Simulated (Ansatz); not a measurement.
Wanted: the native input for an Ansatz 0.2.0 run.

| Item | Value |
| --- | --- |
| Task | single point |
| Functional | BLYP |
| Potentials or basis | JTH PAW |
| Cutoff | 2400 eV (not typed: the program's choice for these potentials) |
| k mesh | 8 × 8 × 8 |
| Occupations | gaussian, width 0.02 eV |
| Spin | collinear spin, program default start |

NiO:

```
Ni O
1.0
     0.00000    2.08590    2.08590
     2.08590    0.00000    2.08590
     2.08590    2.08590    0.00000
Ni O
1 1
Direct
  0.00392 0.98777 0.00903
  0.51538 0.49114 0.48963
```

The cell isn't the ideal one: atoms moved at random, drawn with an rms of 0.02 Å.

These files were run (other wordings do the same):

input.yaml

```yaml
crystal:
  lattice:
    - [0.0, 2.0859016414, 2.0859016414]
    - [2.0859016414, 0.0, 2.0859016414]
    - [2.0859016414, 2.0859016414, 0.0]
  atoms:
    - { symbol: Ni, position_ang: [-0.006676971, 0.027016598, -0.017319241] }
    - { symbol: O, position_ang: [2.045787667, 2.096349923, 2.099493376] }
hamiltonian:
  xc: blyp
  pseudopotentials: { kind: paw, source: jth }
magnetization:
  spin_polarized: true
kpoints:
  mp_grid: { grid: [8, 8, 8] }
scf:
  occupations: { method: gaussian, width: 0.02 }
output:
  forces: true
  stress: true
  eigenvalues: true
```

Potentials or basis: JTH PAW.

Run with:

```sh
$ ansatz run input.yaml --threads 1 --pin off --max-ram 2560MiB --backend cpu --events-out ev --progress --plain --runs-dir out
```

It gave:

```
Pressure               : 16.0 GPa
Largest force          : 0.132 eV/Å
Band gap on the k mesh : none (metal or under the smearing width)
Net moment             : 1.83 μB per cell
Absolute moment        : 1.83 μB per cell
Site moments           : Ni +1.45; O +0.31 μB
```

Caveat: a cell with one magnetic atom can't hold antiferromagnetic order, which such compounds often take; semilocal functionals often make such compounds metallic where correlation or magnetic order opens a gap, which also shifts bond lengths.

Run time: 48 s on 1 thread of AMD EPYC 9B45 (Zen 5), on a shared host, peak memory 2.2 GiB.
